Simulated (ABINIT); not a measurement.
WC (Qusongite):

```
W C
1.0
     2.90650    0.00000    0.00000
    -1.45325    2.51710    0.00000
     0.00000    0.00000    2.83660
W C
1 1
Direct
  0.00000 0.00000 0.00000
  0.66667 0.33333 0.50000
```

Base run:

```yaml
Program: ABINIT 10.8.3 (patched build)
Functional: LDA
Potentials_or_basis: JTH PAW PBE v2.0
Cutoff: 626 eV
k_mesh: 10 × 10 × 9
Occupations: fermi-dirac, width 0.05 eV
Spin: no spin polarisation
```

Its results: band gap on the k mesh none (metal or under the smearing width); pressure -8.9 GPa.

Question: The run is repeated on the same cell with these changes: functional from LDA to revPBE. What comes out?

Answer: Band gap on the k mesh none (metal or under the smearing width); pressure 9.2 GPa.

revPBE binds less tightly than LDA, so the same cell stands under more pressure.

Caveats: the PAW data sets were made with another functional, which shifts forces and pressure a little.

Not every run made on this cell is shown here.
